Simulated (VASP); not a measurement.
# BN: relaxation with set parts of the cell free, by functional and free to move

BN, P1 (no. 1), 8 atoms in the cell.

| Functional | Free to move | Volume (Å³/atom) | Pressure in a fresh run at the final cell (GPa) | Pressure printed at the end of the relaxation (GPa) | Ionic steps, all stages | Electronic steps, all stages |
|---|---|---|---|---|---|---|
| AM05 | atoms | 6.056 | -12.06 | -12.06 | 11 | 86 |
| AM05 | atoms, shape and volume | 5.857 | 0.04 | 0.04 | 11 | 86 |
| AM05 | atoms and shape at fixed volume | 6.056 | -12.10 | -12.10 | 11 | 87 |
| AM05 | shape alone | 6.056 | -11.40 | -11.40 | 9 | 61 |
| AM05 | shape and volume | 5.869 | 0.00 | 0.00 | 11 | 76 |
| AM05 | volume alone | 5.871 | -0.01 | -0.01 | 5 | 54 |
| AM05 | atoms and volume | 5.858 | 0.04 | 0.04 | 11 | 84 |
| AM05 | atoms and the z components of the lattice | 5.966 | -6.78 | -6.78 | 11 | 87 |
| AM05 | atoms and the x and y components of the lattice | 5.892 | -2.20 | -2.20 | 11 | 85 |
| AM05 | atoms and the y and z components of the lattice | 5.891 | -2.18 | -2.18 | 11 | 86 |
| PBE | atoms | 6.056 | -6.03 | -6.03 | 11 | 87 |
| PBE | atoms, shape and volume | 5.955 | 0.02 | 0.02 | 11 | 87 |
| PBE | atoms and shape at fixed volume | 6.056 | -6.07 | -6.07 | 11 | 88 |
| PBE | shape alone | 6.056 | -5.37 | -5.37 | 9 | 61 |
| PBE | shape and volume | 5.967 | 0.00 | -0.01 | 11 | 76 |
| PBE | volume alone | 5.969 | 0.02 | 0.02 | 5 | 53 |
| PBE | atoms and volume | 5.956 | 0.01 | 0.01 | 11 | 86 |
| PBE | atoms and the z components of the lattice | 6.015 | -3.65 | -3.65 | 11 | 86 |
| PBE | atoms and the x and y components of the lattice | 5.970 | -0.88 | -0.88 | 11 | 85 |
| PBE | atoms and the y and z components of the lattice | 5.969 | -0.85 | -0.85 | 11 | 85 |

Limits: the start was distorted on purpose (random strain, atoms moved at random), so the space group given is the start's and not the crystal's.

## Input of the first row

INCAR.step1:
```
PREC = Accurate
ENCUT = 550
EDIFF = 1E-6
ISMEAR = 0
SIGMA = 0.05
LREAL = False
LASPH = True
NELM = 100
ALGO = Normal
LWAVE = False
LCHARG = False
GGA = AM
IBRION = 2
NSW = 80
ISIF = 2
EDIFFG = -0.01
POTIM = 0.5
ISYM = 0
KPAR = 4
```

INCAR.step3, as INCAR.step1 but for:
```
- IBRION = 2
- NSW = 80
- EDIFFG = -0.01
- POTIM = 0.5
+ NSW = 0
```

KPOINTS:
```
k-points
0
Gamma
  5 5 5
```

POSCAR.step1:
```
BN
1.0
    3.6385330000     -0.0087300000     -0.0037440000
   -0.0087300000      3.6588300000      0.0186280000
   -0.0037440000      0.0186280000      3.6392210000
N B
4 4
Direct
    0.2582160000      0.2552910000      0.7511390000
    0.2372150000      0.7563570000      0.2526150000
    0.7469750000      0.2522270000      0.2515730000
    0.7575610000      0.7451870000      0.7538940000
   -0.0055670000     -0.0072500000     -0.0092120000
    0.0114420000      0.4953310000      0.4932040000
    0.4938540000     -0.0084510000      0.4970330000
    0.5003040000      0.5113090000      0.0097530000
```

POSCAR.step3:
```
BN
1.0
    3.6385330000     -0.0087300000     -0.0037440000
   -0.0087300000      3.6588300000      0.0186280000
   -0.0037440000      0.0186280000      3.6392210000
N B
4 4
Direct
    0.2500689979      0.2500128190      0.7499787639
    0.2500678815      0.7500061963      0.2499849250
    0.7500549380      0.2499959492      0.2499645956
    0.7500711447      0.7500153636      0.7499750568
    0.9999361142      0.9999956400      0.0000218866
    0.9999238231      0.4999764217      0.5000293282
    0.4999497166      0.9999939867      0.5000261258
    0.4999273840      0.5000046234      0.0000183181
```

Commands (each step's output is kept before the next begins):
```
cat potpaw_PBE.64/N/POTCAR potpaw_PBE.64/B/POTCAR > POTCAR
cp INCAR.step1 INCAR
cp POSCAR.step1 POSCAR
mpirun -np 4 vasp_std > vasp.out
cp CONTCAR POSCAR
mpirun -np 4 vasp_std > vasp.out
# POSCAR: the CONTCAR of the step before
cp INCAR.step3 INCAR
cp POSCAR.step3 POSCAR
mpirun -np 4 vasp_std > vasp.out
```

Changes of the last row against the first:
```
(step 1)
- GGA = AM
- ISIF = 2
+ ISIF = 3
+ LATTICE_CONSTRAINTS = .FALSE. .TRUE. .TRUE.
(step 2)
- GGA = AM
- ISIF = 2
+ ISIF = 3
+ LATTICE_CONSTRAINTS = .FALSE. .TRUE. .TRUE.
(step 3)
- GGA = AM
```

VASP 6.6.1 took 156 s on 4 cores (Intel Xeon Platinum 8259CL @ 2.50GHz (Skylake/Cascade Lake)), a shared host.
